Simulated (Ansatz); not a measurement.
**Sodium, omega (AlB2-type) under revPBE: structure, energy and stiffness**

The plan for sodium in the omega (AlB2-type) structure: relax it, solve it on a dense k-mesh, then scale the cell to 7 volumes from 88 to 112 % of the relaxed one and try a fit of the equation of state. Spin polarisation is left out. The k-meshes are 6×6×9 for the relaxation; 8×8×11 for the dense run; 7×7×10 for the volumes.

Computed with Ansatz 0.2.0 (DFT revPBE, plane waves (420 eV) with PAW, scalar-relativistic; PAW files made under PBE, frozen cores solved again for the functional, unless a step says otherwise).

## (1) The system as given

The structure is hexagonal, space group P6/mmm (No. 191). The conventional cell has a = 5.973 Å, b = 5.973 Å, c = 3.661 Å, α = 90.00°, β = 90.00°, γ = 120.00°. Na (site symmetry 6/mmm) has 14 Na at 3.66 to 3.90 Å as nearest neighbours. Around Na (site symmetry -6m2) lie 11 Na at 3.45 to 3.90 Å.

Structure file:

```
CELL_PARAMETERS angstrom
5.97301 0.00000 0.00000
-2.98651 5.17278 0.00000
0.00000 0.00000 3.66146
ATOMIC_POSITIONS crystal
Na 0.00000 0.00000 0.00000
Na 0.33333 0.66667 0.50000
Na 0.66667 0.33333 0.50000
```

## (2) Relaxing cell and atoms

Input file input.yaml:

```yaml
crystal:
  lattice:
    - [5.9730126002, 0.0, 0.0]
    - [-2.9865063001, 5.1727806489, 0.0]
    - [0.0, 0.0, 3.6614567239]
  atoms:
    - { symbol: Na, position: [0.0, 0.0, 0.0] }
    - { symbol: Na, position: [0.3333333333, 0.6666666667, 0.5] }
    - { symbol: Na, position: [0.6666666667, 0.3333333333, 0.5] }
hamiltonian:
  xc: revpbe
  pseudopotentials:
    kind: paw
    azcp:
      Na: "pseudopotentials/Na.paw.azcp"
basis:
  ecutwfc: 420
  fft_grid_basis: typed
kpoints:
  mp_grid: { grid: [6, 6, 9], shift: [0, 0, 0] }
magnetization:
  spin_polarized: false
scf:
  occupations: { method: fermi_dirac, width: 0.1 }
relax:
  max_steps: 60
  f_tol: 0.01
  cell: {}
output:
  write_density: true
  write_potential: true
  elf: true
  volumetric_format: npy
```

Started as:

```bash
> ansatz run input.yaml --threads 2 --pin off --max-ram 5120MiB --backend cpu --events-out ev --progress --plain --runs-dir out
```

Further steps of the session: Dense single point; Equation of state: 88 %; Equation of state: 92 %; Equation of state: 96 %; Equation of state: 100 %; Equation of state: 104 %; Equation of state: 108 %; Equation of state: 112 %.

Q: Predict the outcome of this session. Wanted: space group; conventional cell; volume; shortest distance; gap on the mesh; relative to bcc; V₀, B₀, B₀′.

As calculated:

```
                      quantity                                   value
space group (spins left aside)                        P6/mmm (No. 191)
             conventional cell  a = 6.140 Å, c = 3.641 Å (c/a = 0.593)
                        volume                          39.631 Å³/atom
             shortest distance                                 3.545 Å
               gap on the mesh            none (levels filled in part)
               relative to bcc                            +10 meV/atom
                   V₀, B₀, B₀′            39.646 Å³/atom, 6.8 GPa, 3.6
```

From the guessed start the volume grew by 5.1 % in 4 steps. It lies 10 meV/atom above the element's reference form at the same level (bcc, from a run of its own). No gap shows: it is a metal or semimetal at this level. B₀ comes out at 6.8 GPa, a soft solid; letting shape and positions relax at each volume could only lower it. Relaxation kept the symmetry; phonons were not checked.
